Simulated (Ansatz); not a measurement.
# Ti12H2O in Ansatz: reference runs

How does Ti12H2O come out in PBE? The cell is run as given.

Everything below comes from runs of Ansatz 0.2.0. Logs are shortened: lines on timing, memory, paths and dates and some standing lists are left out, and cuts for length are marked.

## (1) The cell of the first run

The cell holds a slab with vacuum, 15 atoms: a = 5.742 Å, b = 5.742 Å, c = 22.688 Å, α = 90.00°, β = 90.00°, γ = 120.00°.

## (2) Single point, PBE

The input, input.yaml:

```yaml
crystal:
  lattice:
    - [5.7417070632, 0.0, 0.0]
    - [-2.8708535316, 4.9724641778, 0.0]
    - [0.0, 0.0, 22.6880841858]
  atoms:
    - { symbol: Ti, position: [0.3333333333, 0.1666666667, 0.3526080005] }
    - { symbol: Ti, position: [0.3333333333, 0.6666666667, 0.3526080005] }
    - { symbol: Ti, position: [0.8333333333, 0.1666666667, 0.3526080005] }
    - { symbol: Ti, position: [0.8333333333, 0.6666666667, 0.3526080005] }
    - { symbol: Ti, position: [0.6666666667, 0.3333333333, 0.4559239999] }
    - { symbol: Ti, position: [0.6666666667, 0.8333333333, 0.4559239999] }
    - { symbol: Ti, position: [0.1666666667, 0.3333333333, 0.4559239999] }
    - { symbol: Ti, position: [0.1666666667, 0.8333333333, 0.4559239999] }
    - { symbol: Ti, position: [0.0, 0.5, 0.5592399994] }
    - { symbol: Ti, position: [0.0, 0.0, 0.5592399994] }
    - { symbol: Ti, position: [0.5, 0.5, 0.5592399994] }
    - { symbol: Ti, position: [0.5, 0.0, 0.5592399994] }
    - { symbol: O, position: [0.5, 0.0, 0.6852973596] }
    - { symbol: H, position: [0.5083367441, 0.17647613, 0.6852973596] }
    - { symbol: H, position: [0.6905499315, 0.0451163118, 0.6852973596] }
hamiltonian:
  xc: pbe
  pseudopotentials: { kind: paw }
kpoints:
  mp_grid: { grid: [6, 6, 1] }
scf:
  occupations: { method: fermi_dirac, width: 0.05 }
output:
  forces: true
  eigenvalues: true
efield:
  axis: 3
  dipole_correction: true
  ramp_width: 0.04
```

Potentials or basis: Ansatz PAW.

Command:

```console
$ ansatz run input.yaml --threads 4 --pin off --max-ram 11264MiB --backend cpu --events-out ev --progress --plain --runs-dir out
```

Log:

```text
Warning: RAYON_NUM_THREADS=4 ignored (pool sized by the plan → 4); use --threads N
Engine: ansatz 0.2.0, aarch64-unknown-linux-gnu
Pseudopotentials: kind: paw
Pseudopotential: Ti, paw, valence charge 12, recommended cutoff 420 eV (normal), Ti.paw.azcp
Pseudopotential: O, paw, valence charge 6, recommended cutoff 420 eV (normal), O.paw.azcp
Pseudopotential: H, paw, valence charge 1, recommended cutoff 420 eV (normal), H.paw.azcp
Functional definition: PBE
  parameter kappa = 0.804
  parameter beta = 0.06672455060314922
  exchange = pbe_x(kappa = kappa, mu = beta*pi^2/3)
  correlation = pbe_c(beta = beta)
Crystal: 15 atoms, lattice volume = 647.755 Å³
Basis set: ecut = 420 eV, 12747 PW (Γ), exchange–correlation on 80×80×320 points (8 copies of the dense FFT grid, shifted against one another)
Bands: 92, of which v1, the nominal top of the filled ones, is band 76 counted from 1 (75 counted from 0)
Symmetry: 1 space group operations
Space group: P1 (ITA 1), of the structure as read, at distance tolerance 8.7e-5 Å
k-points: 20 of 36 (time reversal used)
Non-local potential: Ti, projectors of the file, l = 0: 3, l = 1: 2, l = 2: 3, l = 3: 1
Non-local potential: O, projectors of the file, l = 0: 2, l = 1: 2, l = 2: 1
Non-local potential: H, projectors of the file, l = 0: 2, l = 1: 1
PAW form: soft (Blöchl's): semilocal exchange-correlation on the pseudo side does not see the compensation charge
PAW one-centre angular grid: Ti, 590 points (default); XC on 64 Gauss nodes
PAW one-centre angular grid: O, 110 points (default); XC on 64 Gauss nodes
PAW one-centre angular grid: H, 110 points (default); XC on 64 Gauss nodes
Initial density: superposition of atomic densities (neutral atoms: chi_scale 0, normalization atom), corrected by the library's trained network
Initial wavefunctions: pseudopotential atomic-orbital guess
Functional: x = pbe(κ = 0.804, μ = 0.2195149727645171), c = pbe(β = 0.06672455060314922)
SCF iter   1: F=—  HF=-30588.067083 eV  |F-HF|=—  |Δ(HF+E_count)|=         —  Δρ=7.37e-3  dr2=3.24e0  ethr=1.77e-3  p=0.082 e·Å  D=2.30e-2 V/Å  ΔV_dip=-0.52 eV  dr2_dipole=1.20e0  V_vac-E_F(+/−)=3.74/4.27 eV  ⟨swp⟩=10.4  Hψ=9180  notcnv=0
efield: sawtooth ramp at fractional position 0.9990 (placed from the atoms, in the widest stretch of the axis that holds none; the zero of the levels goes with the place), width 0.0400; the density the first Hamiltonian is built on has a dipole p = 0.082 e·Å; the dipole correction subtracts the counter field D = 2.30e-2 V/Å, which shifts the + side's vacuum level by -0.52 eV against the − side's; the planar-averaged density in the ramp window peaks in size at 1.0e-4 e/Å³
preconditioner: auto → LDOS  [metal: Δε(μ)=0.009 eV  Ē_g=2.673 eV  σ=0.050 eV  W_gap=0.04  n_scr=92 (ndim 8)  ℏωp=10.7 eV  f_vac=0.567  D(μ)=22.54/eV (n_scr^D=162)  β→1.0]
SCF iter   2: F=—  HF=-30587.985789 eV  |F-HF|=—  |Δ(HF+E_count)|=   8.13e-2  Δρ=4.23e-3  dr2=5.05e-1  ethr=1.77e-3  p=0.020 e·Å  D=5.60e-3 V/Å  ΔV_dip=-0.13 eV  dr2_dipole=1.61e-1  V_vac-E_F(+/−)=4.38/4.51 eV  ⟨swp⟩=2.8  Hψ=2338  notcnv=0
SCF iter   3: F=—  HF=-30587.976074 eV  |F-HF|=—  |Δ(HF+E_count)|=   9.71e-3  Δρ=7.85e-4  dr2=1.94e-2  ethr=3.32e-4  p=0.045 e·Å  D=1.25e-2 V/Å  ΔV_dip=-0.28 eV  dr2_dipole=5.12e-3  V_vac-E_F(+/−)=4.25/4.53 eV  ⟨swp⟩=2.4  Hψ=2075  notcnv=0
SCF iter   4: F=—  HF=-30587.976523 eV  |F-HF|=—  |Δ(HF+E_count)|=   4.49e-4  Δρ=3.10e-4  dr2=1.08e-3  ethr=1.28e-5  p=0.043 e·Å  D=1.20e-2 V/Å  ΔV_dip=-0.27 eV  dr2_dipole=2.15e-4  V_vac-E_F(+/−)=4.32/4.59 eV  ⟨swp⟩=2.7  Hψ=2511  notcnv=0
SCF iter   5: F=—  HF=-30587.976701 eV  |F-HF|=—  |Δ(HF+E_count)|=   1.78e-4  Δρ=1.70e-4  dr2=2.39e-4  ethr=7.09e-7  p=0.046 e·Å  D=1.28e-2 V/Å  ΔV_dip=-0.29 eV  dr2_dipole=4.16e-6  V_vac-E_F(+/−)=4.31/4.60 eV  ⟨swp⟩=2.2  Hψ=2546  notcnv=0
SCF iter   6: F=—  HF=-30587.976747 eV  |F-HF|=—  |Δ(HF+E_count)|=   4.52e-5  Δρ=3.90e-5  dr2=1.90e-5  ethr=1.58e-7  p=0.047 e·Å  D=1.31e-2 V/Å  ΔV_dip=-0.30 eV  dr2_dipole=2.68e-6  V_vac-E_F(+/−)=4.32/4.61 eV  ⟨swp⟩=2.0  Hψ=2432  notcnv=0
SCF iter   7: F=—  HF=-30587.976672 eV  |F-HF|=—  |Δ(HF+E_count)|=   7.48e-5  Δρ=1.53e-5  dr2=2.55e-6  ethr=1.25e-8  p=0.047 e·Å  D=1.32e-2 V/Å  ΔV_dip=-0.30 eV  dr2_dipole=3.90e-8  V_vac-E_F(+/−)=4.32/4.62 eV  ⟨swp⟩=2.4  Hψ=2510  notcnv=0
SCF iter   8: F=—  HF=-30587.976674 eV  |F-HF|=—  |Δ(HF+E_count)|=   2.36e-6  Δρ=5.27e-6  dr2=4.73e-7  ethr=1.68e-9  p=0.047 e·Å  D=1.33e-2 V/Å  ΔV_dip=-0.30 eV  dr2_dipole=1.70e-8  V_vac-E_F(+/−)=4.32/4.62 eV  ⟨swp⟩=2.0  Hψ=2478  notcnv=0
SCF iter   9: F=-30587.976675 eV  HF=-30587.976675 eV  |F-HF|=3.51e-8  |Δ(HF+E_count)|=   4.01e-7  Δρ=2.68e-6  dr2=9.92e-8  ethr=6.58e-11  p=0.048 e·Å  D=1.33e-2 V/Å  ΔV_dip=-0.30 eV  dr2_dipole=7.37e-9  V_vac-E_F(+/−)=4.32/4.62 eV  ⟨swp⟩=9.7  Hψ=7149  notcnv=0
SCF 1 converged in 9 iterations: F = -30587.976675 eV  dr2 = 9.92e-8
SCF converged after 9 iterations
Free energy (F): -30587.976675 eV
Harris-Foulkes:  -30587.976675 eV  (|F-HF|=3.51e-8)
Internal energy: -30587.767711 eV  (E = F + TS)
E sigma→0 (E₀):  -30587.872193 eV
Entropy (-TS):   -0.208963 eV (-13.931 meV/atom)
Fermi energy:    1.628478 eV
Dipole field:    D = 0.013214 V/Å  (p = 0.047302 e·Å, saw-weighted, corrected)
Work function:   Φ+ = 4.3201 eV   Φ− = 4.6199 eV
Levels:          The Fermi level and band energies are counted from a zero that moves with the ramp; work functions are not
--- Per-component energies (eV) ---
  E_band       = -3632.735992
  E_kinetic    = 3466.775579
  E_local      = -132998.413898  (includes V_loc(G=0)·N_el)
  E_nonlocal   = 157.414005
  E_hartree    = 64701.081722
  E_xc         = -1252.578303
  E_vxc        = -1568.662098  (∫ρ·V_xc dr)
  E_paw        = -12734.216494  (= ΣΔE_a)
  E_vpaw       = -2094.334757  (= ΣTr[D̂ρ^β])
  E_aug_tail   = 0.001399  (compensation charges beyond the density's cutoff)
  E_efield     = 0.000313  (sawtooth field / dipole correction)
  E_vefield    = 2.322654  (∫n·V_field dr)
  E_ewald      = 48072.167966
  E_smearing   = -0.208963  (= −TS)
  E_closure    = 0.000000  (closes the sum)
  Σ components = -30587.976675   (vs F -30587.976675, Δ=0.00e0)
--- Forces (eV/Å), atoms counted from 1 ---
  atom   1  Ti    -0.03095498     0.00936357     0.27794257
  atom   2  Ti     0.00006394    -0.02671427     0.27142540
  atom   3  Ti     0.03093071     0.00737101     0.28326970
  atom   4  Ti    -0.00199900     0.00619597     0.28286252
  atom   5  Ti     0.00446529    -0.02245852    -0.08219600
  atom   6  Ti    -0.03937240     0.00583448    -0.05780303
  atom   7  Ti    -0.00410803     0.02065741    -0.00622927
  atom   8  Ti     0.04092693     0.00341933    -0.05290699
  atom   9  Ti     0.00060691    -0.08428926    -0.35057968
  atom  10  Ti    -0.02639322     0.07653273    -0.47427278
  atom  11  Ti     0.00341247    -0.01956374    -0.44825595
  atom  12  Ti     0.02642832     0.03062286     0.68873956
  atom  13  O      0.22061410     0.47433988    -0.34304705
  atom  14  H      0.34411676    -0.45085033     0.00631552
  atom  15  H     -0.56873582    -0.03046657     0.00505633
  max |Σ_I F_I| component: 3.21e-4 eV/Å
--- Band table (eV; the first three rows and the last of 20) ---
  k-point 0: bands = ["-55.1743", "-55.1599", "-55.0873", "-55.0635", "-55.0629", "-55.0622", "-55.0613", "-55.0542", "-54.9031", "-54.8192", "-54.8173", "-54.8148", "-31.7241", "-31.7185", "-31.7062", "-31.6795", "-31.6764", "-31.6616", "-31.6164", "-31.5489", "-31.5433", "-31.5410", "-31.4502", "-31.3735", "-31.3574", "-31.3511", "-31.2601", "-31.2565", "-31.2516", "-31.2481", "-31.2472", "-31.2467", "-31.2348", "-31.2342", "-31.2341", "-31.1062", "-31.1052", "-31.1012", "-31.1007", "-31.0579", "-31.0562", "-31.0547", "-31.0355", "-30.9710", "-30.9681", "-30.9670", "-30.8453", "-30.8452", "-19.8286", "-7.5997", "-4.1076", "-3.9754", "-2.7945", "-2.2186", "-1.3550", "-0.7697", "-0.7689", "-0.7639", "-0.6428", "-0.6409", "-0.6244", "-0.2394", "-0.2372", "-0.2194", "0.0573", "0.0592", "0.0598", "0.7061", "0.7101", "0.7104", "1.5053", "1.5361", "1.8425", "1.8453", "1.8510", "2.0533", "2.1803", "2.1864", "2.1946", "2.2376", "2.4190", "2.4191", "2.6022", "2.6024", "2.6634", "2.6635", "2.7142", "2.7146", "2.7147", "2.7325", "2.7337", "2.7462"]
  k-point 1: bands = ["-55.1680", "-55.1536", "-55.0901", "-55.0693", "-55.0632", "-55.0624", "-55.0620", "-55.0573", "-54.8974", "-54.8235", "-54.8177", "-54.8158", "-31.6988", "-31.6945", "-31.6770", "-31.6559", "-31.6510", "-31.6317", "-31.6042", "-31.5333", "-31.5271", "-31.5221", "-31.4471", "-31.3861", "-31.3648", "-31.3624", "-31.2724", "-31.2700", "-31.2607", "-31.2603", "-31.2472", "-31.2453", "-31.2401", "-31.2377", "-31.2255", "-31.1497", "-31.1436", "-31.1156", "-31.1102", "-31.0534", "-31.0525", "-31.0499", "-31.0269", "-30.9898", "-30.9882", "-30.9603", "-30.8820", "-30.8536", "-19.8284", "-7.6015", "-4.1183", "-3.7740", "-2.6536", "-2.1572", "-1.1728", "-0.9097", "-0.6877", "-0.6772", "-0.6736", "-0.5409", "-0.5302", "-0.1040", "-0.0600", "-0.0483", "0.1458", "0.1610", "0.1617", "0.7500", "0.7535", "0.7642", "1.5084", "1.5371", "1.7814", "1.8269", "1.8480", "1.8782", "2.0557", "2.0778", "2.1073", "2.1539", "2.3151", "2.4828", "2.4862", "2.5082", "2.5282", "2.5520", "2.5741", "2.5775", "2.6123", "2.7384", "2.7627", "2.7744"]
  k-point 2: bands = ["-55.1513", "-55.1362", "-55.1006", "-55.0874", "-55.0652", "-55.0627", "-55.0623", "-55.0608", "-54.8818", "-54.8389", "-54.8179", "-54.8161", "-31.6465", "-31.6377", "-31.6055", "-31.6017", "-31.5813", "-31.5720", "-31.5344", "-31.4999", "-31.4924", "-31.4826", "-31.4409", "-31.4163", "-31.3875", "-31.3826", "-31.3261", "-31.3217", "-31.3166", "-31.3146", "-31.2613", "-31.2481", "-31.2212", "-31.2203", "-31.2129", "-31.2018", "-31.1948", "-31.1410", "-31.1344", "-31.0543", "-31.0522", "-31.0386", "-31.0319", "-31.0315", "-31.0229", "-30.9789", "-30.9380", "-30.8763", "-19.8282", "-7.6052", "-4.1362", "-3.2115", "-2.4442", "-1.8242", "-1.4916", "-0.7621", "-0.6732", "-0.4736", "-0.4699", "-0.2628", "-0.2553", "0.0722", "0.3834", "0.3897", "0.4046", "0.4404", "0.4405", "0.8578", "0.8622", "0.9303", "1.2709", "1.4762", "1.4986", "1.5471", "1.5595", "1.6287", "1.7977", "1.8045", "1.8205", "1.9909", "2.0541", "2.1009", "2.1039", "2.1684", "2.1705", "2.1821", "2.4042", "2.4451", "2.5891", "2.5907", "2.6997", "2.8856"]
  k-point 19: bands = ["-55.1394", "-55.1133", "-55.1119", "-55.1035", "-55.0793", "-55.0628", "-55.0622", "-55.0544", "-54.8605", "-54.8602", "-54.8174", "-54.8166", "-31.6188", "-31.5967", "-31.5750", "-31.5575", "-31.5406", "-31.5303", "-31.4761", "-31.4664", "-31.4501", "-31.4366", "-31.4176", "-31.4067", "-31.4036", "-31.3940", "-31.3916", "-31.3891", "-31.3519", "-31.3485", "-31.3473", "-31.3445", "-31.2042", "-31.1973", "-31.1940", "-31.1723", "-31.1699", "-31.1536", "-31.1012", "-31.0987", "-31.0790", "-31.0761", "-31.0392", "-31.0379", "-31.0291", "-31.0260", "-30.9092", "-30.9055", "-19.8279", "-7.6196", "-4.1187", "-2.5495", "-2.3624", "-2.2211", "-1.2296", "-1.1649", "-0.3475", "-0.3416", "-0.1124", "-0.0963", "-0.0752", "-0.0663", "0.6711", "0.6789", "0.6903", "0.6950", "0.7939", "0.8134", "1.1424", "1.1531", "1.1586", "1.1784", "1.2117", "1.2497", "1.4254", "1.4350", "1.4442", "1.5012", "1.6209", "1.6268", "1.6935", "1.7213", "1.8869", "1.9047", "2.2632", "2.2657", "2.3472", "2.3499", "2.4331", "2.4766", "3.0127", "3.0191"]
```

It took 26 s on 4 threads of Arm Neoverse V2, shared host; peak memory 1.9 GiB.

Results:

| Property | Result |
| --- | --- |
| Free energy | -30587.9767 eV |
| Largest force | 0.690 eV/Å |
| Band gap on the k mesh | none (metal or under the smearing width) |
| Work function of the upper face | 4.32 eV |
| Work function of the lower face | 4.62 eV |
| Dipole across the slab | 0.047 e·Å |

Forces on the atoms (eV/Å):
```
Ti  -0.031  0.009  0.278
Ti   0.000 -0.027  0.271
Ti   0.031  0.007  0.283
Ti  -0.002  0.006  0.283
Ti   0.004 -0.022 -0.082
Ti  -0.039  0.006 -0.058
Ti  -0.004  0.021 -0.006
Ti   0.041  0.003 -0.053
Ti   0.001 -0.084 -0.351
Ti  -0.026  0.077 -0.474
Ti   0.003 -0.020 -0.448
Ti   0.026  0.031  0.689
O    0.221  0.474 -0.343
H    0.344 -0.451  0.006
H   -0.569 -0.030  0.005
```

Levels at points of the mesh, in eV from the Fermi level:
| k point | band 74 | band 75 | band 76 | band 77 | band 78 | band 79 |
| --- | --- | --- | --- | --- | --- | --- |
| (0.00, 0.00, 0.00) | 0.22 | 0.22 | 0.42 | 0.55 | 0.56 | 0.57 |
| (0.00, -0.50, 0.00) | -0.38 | -0.20 | -0.19 | -0.18 | -0.13 | -0.01 |
| (-0.50, 0.00, 0.00) | -0.38 | -0.21 | -0.19 | -0.19 | -0.12 | -0.01 |
| (-0.50, -0.50, 0.00) | -0.38 | -0.20 | -0.19 | -0.18 | -0.13 | -0.01 |

Caveat: semilocal functionals often make such compounds metallic where correlation or magnetic order opens a gap, which also shifts bond lengths.
